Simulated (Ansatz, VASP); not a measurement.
**Cr: VASP beside Ansatz**

```xyz
1
Lattice="-1.4420 1.4420 1.5573 1.4420 -1.4420 1.5573 1.4420 1.4420 -1.5573" Properties=species:S:1:pos:R:3 pbc="T T T"
Cr    0.0000    0.0000    0.0000
```

Change from the starting cell: strain +0.000 along x and y, +0.080 along z, atoms carried along.

Alike in both runs: task single point; functional PBE; k mesh 24 × 24 × 24; occupations gaussian, width 0.15 eV; no spin polarisation.

```csv
,VASP,Ansatz
version,VASP 6.6.1,Ansatz 0.2.0
potentials or method,"VASP PAW PBE potentials, release 64 (Cr_pv)","scalar-relativistic, plane waves, PAW"
plane-wave cutoff (eV),520,420
valence electrons in the cell,12,14
```

|  | VASP | Ansatz | Ansatz less VASP |
| --- | --- | --- | --- |
| gap on the k mesh at the Fermi level (eV) | none | none | - |
| pressure (GPa) | -22.6 | -22.4 | +0.26 |
| largest component of the traceless stress (GPa) | 12.25 | 12.36 | +0.104 |

A gap of «none» marks a metal or a gap that the smearing closes. With one functional, cell and mesh, what is left measures potentials, basis and numerics. The two sets of potentials don't hold the same shells in valence.

Caveats: so large a pressure means that the cell lies far from this level's equilibrium, or that cutoff or potentials fall short (VASP); the run has no spin polarisation, though such a crystal can be magnetic. Spin polarisation is off, so any magnetic state and its effect on volume and gap are missing.
